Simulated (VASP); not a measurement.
A run of VASP 6.6.1 is set up as follows.

Contents of INCAR:

```
SYSTEM = Au
ALGO = Normal
EDIFF = 1E-7
EDIFFG = -0.01
ENCUT = 600
IBRION = 2
ISIF = 3
ISMEAR = -1
LASPH = .TRUE.
LCHARG = .FALSE.
LMIXTAU = .TRUE.
LREAL = .FALSE.
LWAVE = .FALSE.
METAGGA = R2SCAN
NELM = 80
NSW = 40
PREC = Accurate
SIGMA = 0.05
```

The input KPOINTS:

```
k-points
0
G
  10 10 10
  0 0 0
```

Contents of POSCAR:

```
Au
1.0
   -1.6572690000      1.6572690000      1.6572690000
    1.6572690000     -1.6572690000      1.6572690000
    1.6572690000      1.6572690000     -1.6572690000
Au
1
Direct
    0.0000000000      0.0000000000      0.0000000000
```

Potentials or basis: VASP PAW PBE potentials, release 64 (Au).

Command:

```bash
$ cat potpaw_PBE.64/Au/POTCAR > POTCAR
$ mpirun -np 1 vasp_std > vasp.out
```

Problem. Estimate the relaxed cell.

Solution. a = 2.839 Å, b = 2.839 Å, c = 2.839 Å, α = 109.47°, β = 109.47°, γ = 109.47°.

Problem. Predict the relaxed volume.

Solution. 17.61 Å³/atom.

Problem. Predict the space group after relaxing (to 0.05 Å).

Solution. Im-3m (No. 229).

Problem. Predict the band gap on the k mesh.

Solution. None (metal or under the smearing width).

The path:
```csv
step,energy change (eV),largest force (eV/Å),pressure (GPa),volume (Å³)
1,0.0000,0.0000,-4.45,18.21
2,0.0057,0.0000,6.89,16.91
3,-0.0086,0.0000,-0.02,17.61
```

Caveat: the PAW data sets were made with another functional, which shifts forces and pressure a little. Spin-orbit coupling is left out, which matters for the levels of Au.
